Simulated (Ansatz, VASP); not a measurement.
# Bi in VASP and in Ansatz

Contents of INCAR:

```
SYSTEM = Bi
PREC = Accurate
ENCUT = 520
EDIFF = 1E-7
ISMEAR = -1
SIGMA = 0.1
LREAL = .FALSE.
LASPH = .TRUE.
NELM = 60
ALGO = Fast
ISIF = 2
LWAVE = .FALSE.
LCHARG = .FALSE.
GGA = PE
NBANDS = 22
```

Contents of KPOINTS:

```
Automatic mesh
0
G
  6 6 3
  0 0 0
```

Contents of POSCAR:

```
Bi
1.0
    3.6583430000      0.0000000000      0.0000000000
   -1.8291710000      3.1682240000      0.0000000000
    0.0000000000      0.0000000000      5.6993400000
Bi
2
Direct
    0.3333300000      0.6666700000      0.2500000000
    0.6666600000      0.3333300000      0.7500000000
```

Input for Ansatz:

```yaml
crystal:
  lattice:
    - [3.658343, 0.0, 0.0]
    - [-1.829171, 3.168224, 0.0]
    - [0.0, 0.0, 5.69934]
  atoms:
    - { symbol: Bi, position: [0.33333, 0.66667, 0.25] }
    - { symbol: Bi, position: [0.66666, 0.33333, 0.75] }
  symmetry: { tolerance: 0.0003 }
kpoints:
  mp_grid: { grid: [6, 6, 3], shift: [0, 0, 0] }
magnetization:
  spin_polarized: false
scf:
  occupations: { method: fermi_dirac }
  mixing: { algorithm: msr1, beta: 0.5 }
hamiltonian:
  pseudopotentials: { kind: paw }
  xc: pbe
basis:
  ecutwfc: 500
output:
  forces: true
  stress: true
  eigenvalues: true
```

The cell was built by a generator and needn't be a form met in nature.

Alike in both runs: task single point; functional PBE; k mesh 6 × 6 × 3; no spin polarisation.

```csv
,VASP,Ansatz
version,VASP 6.6.1,Ansatz 0.2.0
potentials or method,"VASP PAW PBE potentials, release 64 (Bi_d)",PAW plane waves
plane-wave cutoff (eV),520,500
occupations,"fermi-dirac, width 0.1 eV",fermi-dirac
valence electrons in the cell,30,30
```

```csv
,VASP,Ansatz,Ansatz less VASP
gap on the k mesh at the Fermi level (eV),none,none,-
pressure (GPa),-2.4,-2.3,+0.07
largest component of the traceless stress (GPa),3.26,3.27,+0.011
```

A gap of «none» marks a metal or a gap that the smearing closes. Ansatz warned: «structure_snapped_to_symmetry».

Caveats: the k mesh is coarse (spacing up to 0.37 Å⁻¹), so the values aren't converged; spin-orbit coupling is left out, which moves the levels of the heavy elements.
